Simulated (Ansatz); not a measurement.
# HfSi (model cell, started as NiAs type): the cell at rest

Wanted: the relaxed cell of HfSi (model cell, started as NiAs type).

Calculated with Ansatz 0.2.0; DFT PBE, scalar-relativistic, plane waves, PAW.

This is a report of a sequence of runs, with most program output left out.

The structure was built from a prototype and need not be the compound's stable phase.

### Step 1. The starting structure

It takes space group P6_3/mmc (No. 194, hexagonal). The conventional cell has a = 3.649 Å, b = 3.649 Å, c = 5.838 Å, α = 90.00°, β = 90.00°, γ = 120.00°. Hf has 6 Si at 2.56 Å nearest. Nearest to Si lie 6 Hf at 2.56 Å. Farther neighbours are not listed.

### Step 2. Probe on a coarse mesh

First a cheap look: the gap decides the mesh and the occupations, the pressure tells how far the cell has to move.

input.yaml

```yaml
crystal:
  lattice:
    - [3.64895, 0.0, 0.0]
    - [-1.82448, 3.16009, 0.0]
    - [0.0, 0.0, 5.83833]
  atoms:
    - { symbol: Hf, position: [0.0, 0.0, 0.0] }
    - { symbol: Hf, position: [0.0, 0.0, 0.5] }
    - { symbol: Si, position: [0.333333, 0.666667, 0.25] }
    - { symbol: Si, position: [0.666667, 0.333333, 0.75] }
kpoints:
  mp_grid: { grid: [6, 6, 4] }
hamiltonian:
  xc: pbe
scf:
  occupations: { method: gaussian, width: 0.1 }
output:
  forces: true
  stress: true
  eigenvalues: true
```

On the command line:

```sh
$ ansatz run input.yaml --threads 4 --pin off --max-ram 7168MiB --backend cpu --events-out ev --progress --plain --runs-dir out
```

The job ended after 1.6 s (4 threads of Arm Neoverse V1, shared host; peak memory 0.38 GiB; 4 s of CPU time).

This step gave:

```yaml
pressure: 34.10 GPa
volume_per_atom: 16.83 Å³
gap_on_the_k_mesh: 0 eV
```

The coarse mesh shows no gap and a pressure of 34.1 GPa.

### Step 3. Rough relaxation

A rough relaxation comes first, because large forces or stress need no tight tolerances yet.

input.yaml: that of step 2 with these lines changed.

```diff
@@ -20 +20,6 @@
   eigenvalues: true
+relax:
+  adjacent_minimum: "off"
+  f_tol: 0.05
+  max_steps: 80
+  cell: { stress_tol: 0.5 }
```

The job ended after 8.7 s (4 threads; peak memory 0.42 GiB; 31 s of CPU time).

The steps of the relaxation:

```csv
step,energy less that of the first step (eV),largest force component (eV/Å),pressure (GPa),volume (Å³)
1,0.0000,0.0000,34.10,67.32
2,-1.0936,0.0000,15.84,73.36
3,-1.5272,0.0000,4.67,78.33
4,-1.5918,0.0000,0.67,80.30
5,-1.5943,0.0000,0.45,80.09
6*,-1.6037,0.0000,0.59,80.09
7,-1.6044,0.0000,-0.09,80.55
8*,-1.6045,0.0000,-0.09,80.55
```

Relaxation steps marked * repeat the geometry before them on a plane-wave basis chosen anew for their cell, so energy and pressure can jump there.

Forces are held to the 24 operations that the run works with; a distortion that breaks them can't arise in this run.

```csv
cell as run,before,after,change
a (Å),3.649,3.736,+2.4 %
b (Å),3.649,3.736,+2.4 %
c (Å),5.838,6.665,+14.2 %
volume (Å³/atom),16.83,20.14,+19.7 %
```

Numbers from this step:

```yaml
pressure: -0.09421 GPa
volume_per_atom: 20.14 Å³
```

In this step the volume went from 16.83 to 20.14 Å³/atom.

### Step 4. Relaxation

The cell and atoms are relaxed, since residual forces and stress would shift the frequencies.

input.yaml

```yaml
crystal:
  lattice:
    - [3.735781171, 2.9554e-06, 0.0]
    - [-1.867893145, 3.2352799194, 0.0]
    - [0.0, 0.0, 6.6646308403]
  atoms:
    - { symbol: Hf, position: [0.0, 0.0, 0.0] }
    - { symbol: Hf, position: [0.0, 0.0, 0.5] }
    - { symbol: Si, position: [0.3333333333, 0.6666666667, 0.25] }
    - { symbol: Si, position: [0.6666666667, 0.3333333333, 0.75] }
kpoints:
  mp_grid: { grid: [12, 12, 6] }
hamiltonian:
  xc: pbe
scf:
  occupations: { method: gaussian, width: 0.1 }
output:
  forces: true
  stress: true
  eigenvalues: true
  write_density: true
  write_potential: true
  elf: true
  volumetric_format: npy
relax:
  adjacent_minimum: "off"
  f_tol: 0.005
  max_steps: 80
  cell: { stress_tol: 0.05 }
```

Wall time 16 s (4 threads); peak memory 0.52 GiB.

Relaxation path:

```csv
step,energy less that of the first step (eV),largest force component (eV/Å),pressure (GPa),volume (Å³)
1,0.0000,0.0000,-0.14,80.55
2,0.0002,0.0000,0.30,80.37
3,-0.0002,0.0000,0.01,80.50
4*,-0.0002,0.0000,0.01,80.50
```

Relaxation steps marked * repeat the geometry before them on a plane-wave basis chosen anew for their cell, so energy and pressure can jump there. Relaxation step 2 was tried and not accepted.

The run keeps the 24 symmetry operations that it works with, so distortions that break them were not tested.

```csv
"conventional cell, symmetrised",before,after,change
a (Å),3.736,3.739,+0.1 %
b (Å),3.736,3.739,+0.1 %
c (Å),6.665,6.650,-0.2 %
volume (Å³/atom),20.14,20.12,-0.1 %
```

The relaxed structure:

```xyz
4
Lattice="3.7385 0.0000 0.0000 -1.8693 3.2377 0.0000 0.0000 0.0000 6.6505" Properties=species:S:1:pos:R:3 pbc="T T T"
Hf    0.0000    0.0000    0.0000
Hf    0.0000    0.0000    3.3252
Si    0.0000    2.1584    1.6626
Si    1.8693    1.0792    4.9879
```

This step gave:

| Quantity | Value |
| --- | --- |
| pressure | 0.01101 GPa |
| volume per atom | 20.12 Å³ |

Valence density in the ac plane at fractional y = 1.000, with atoms of Hf within 0.2 Å of it. It is the smooth field of the valence electrons, not physical close to the nuclei.

Ten steps, logarithmic in the rise over the least value, from '_' (0 e/Å³) to '@' (33 e/Å³), each cell a mean:
```
@@%%**--..__________..==##%%
####++::____________..--++##
====::..______________..--==
....____________________....
____________________________
____________________________
____________________________
....______________________..
----::________________..::--
****==::______________::++**
@@%%**--..__________..==##%%
@@@@##==..__________..++##@@
@@%%**--..__________..==##%%
####++::____________..--++##
====::..______________..--==
....____________________....
____________________________
____________________________
____________________________
....______________________..
----::________________..::--
****==::______________::++**
@@%%**--..__________..==##%%
@@@@##==..__________..++##@@
```
Columns run along a (3.7 Å), rows up along c (6.7 Å). Atoms in or near the plane, at fractional coordinates: Hf at (0.00, 0.00), Hf at (0.00, 0.50).

ELF in the ac plane at fractional y = 1.000, with atoms of Hf within 0.2 Å of it. It is the smooth field of the valence electrons, not physical close to the nuclei.

Ten even steps from '_' (0.12) to '@' (0.83), each cell a mean:
```
@@@@@@==____::--::____**@@@@
@@@@**::__..====--..__--##@@
**==::__..==****++--....--++
..____::==**######**--..__..
....::++**##########**==::..
----++**##%%######%%##**==--
..::--**##############++--::
____..::++**######**==::____
==--..__::==******==..__::--
%%%%++..__::==++==..__::**%%
@@@@%%==____----::____++@@@@
@@@@@@++____::--..__..##@@@@
@@@@@@==____::--::____**@@@@
@@@@**::__..====--..__--##@@
**==::__..==****++--....--++
..____::==**######**--..__..
....::++**##########**==::..
----++**##%%######%%##**==--
..::--**##############++--::
____..::++**######**==::____
==--..__::==******==..__::--
%%%%++..__::==++==..__::**%%
@@@@%%==____----::____++@@@@
@@@@@@++____::--..__..##@@@@
```
Columns run along a (3.7 Å), rows up along c (6.7 Å). Atoms in or near the plane, at fractional coordinates: Hf at (0.00, 0.00), Hf at (0.00, 0.50).

Electrostatic potential energy in the ac plane at fractional y = 1.000, with atoms of Hf within 0.2 Å of it. With pseudopotentials it is smooth inside the atoms' cores, unlike the true potential.

Values in eV, 24 rows by 14 columns, each cell a mean:
```
-23 -26 -25  -9   5  12  15  16  14  11   3 -15 -26 -25
-27 -25 -17  -2   8  13  15  16  15  12   6  -7 -20 -26
-14 -11  -3   6  11  14  15  15  14  13  10   4  -5 -12
  3   5   8  12  13  14  14  13  14  14  13  11   7   4
 12  12  13  14  14  13  12  12  12  14  14  14  13  12
 15  15  15  15  15  13  11  11  12  14  15  15  15  15
 13  14  14  15  15  13  12  11  12  14  15  15  14  14
  6   7  10  13  14  14  13  13  13  14  14  12   9   7
 -9  -5   1   8  12  14  14  15  14  13  11   6   0  -7
-25 -22 -13   1   9  13  15  15  15  12   8  -3 -16 -23
-24 -27 -24  -8   5  12  15  16  14  11   3 -13 -25 -26
-19 -24 -26 -11   4  12  15  16  14  10   1 -18 -27 -23
-23 -26 -25  -9   5  12  15  16  14  11   3 -15 -26 -25
-27 -25 -17  -2   8  13  15  16  15  12   6  -7 -20 -26
-14 -11  -3   6  11  14  15  15  14  13  10   4  -5 -12
  3   5   8  12  13  14  14  13  14  14  13  11   7   4
 12  12  13  14  14  13  12  12  12  14  14  14  13  12
 15  15  15  15  15  13  11  11  12  14  15  15  15  15
 13  14  14  15  15  13  12  11  12  14  15  15  14  14
  6   7  10  13  14  14  13  13  13  14  14  12   9   7
 -9  -5   1   8  12  14  14  15  14  13  11   6   0  -7
-25 -22 -13   1   9  13  15  15  15  12   8  -3 -16 -23
-24 -27 -24  -8   5  12  15  16  14  11   3 -13 -25 -26
-19 -24 -26 -11   4  12  15  16  14  10   1 -18 -27 -23
```
Columns run along a (3.7 Å; values clipped at the 3rd and 97th percentile), rows up along c (6.7 Å). Atoms in or near the plane, at fractional coordinates: Hf at (0.00, 0.00), Hf at (0.00, 0.50).

In this step the volume went from 20.14 to 20.12 Å³/atom.

### Step 5. Relaxing to small forces for the phonons

Phonons need a cell at rest on their own settings, so the relaxation is repeated with tight tolerances on forces and stress on the k mesh and occupations of the first response run.

input.yaml

```yaml
crystal:
  lattice:
    - [3.7385270842, 2.9576e-06, 0.0]
    - [-1.8692661035, 3.2376579489, 0.0]
    - [0.0, 0.0, 6.6504864848]
  atoms:
    - { symbol: Hf, position: [0.0, 0.0, 0.0] }
    - { symbol: Hf, position: [0.0, 0.0, 0.5] }
    - { symbol: Si, position: [0.3333333333, 0.6666666667, 0.25] }
    - { symbol: Si, position: [0.6666666667, 0.3333333333, 0.75] }
kpoints:
  mp_grid: { grid: [12, 12, 6] }
hamiltonian:
  xc: pbe
scf:
  occupations: { method: methfessel_paxton, width: 0.15 }
output:
  forces: true
  stress: true
  eigenvalues: true
relax:
  adjacent_minimum: "off"
  f_tol: 0.001
  max_steps: 60
  cell: { stress_tol: 0.01 }
```

Wall time 14 s (4 threads); peak memory 0.51 GiB.

Little changed from the start: no atom moved by 0.005 Å and no cell edge by 0.1 %.

This step gave:

```
pressure        : -0.001083 GPa
volume per atom : 20.13 Å³
```

The forces vanish by symmetry and the pressure is -0.001 GPa, within the tolerances set. The cell now holds 20.13 Å³/atom.

### Step 6. What came out

| Item | Value |
| --- | --- |
| space group after relaxation (within 0.01 Å) | P6_3/mmc |
| lattice constant a | 3.739 Å |
| lattice constant b | 3.739 Å |
| lattice constant c | 6.649 Å |
| volume per atom | 20.1 Å³ |

The forces vanish by symmetry and the pressure is -0.001 GPa, within the tolerances set. The cell now holds 20.13 Å³/atom. The relaxation keeps the symmetry of its start, so it says nothing on stability against lower symmetry. Spin-orbit coupling is left out, which can matter for the heavy elements here. The starting cell was built on a prototype and not taken from a measurement, so the phase need not exist.

[Logs are printed without paths, hosts, clocks, repeated set-up lines and the standing remarks that a program may print on its own settings, such as how far it seeks lower states.]

[Hosts, paths, dates, database ids (printed as entryN), source tags and the programs' standing remarks are cut or masked in the printed files.]
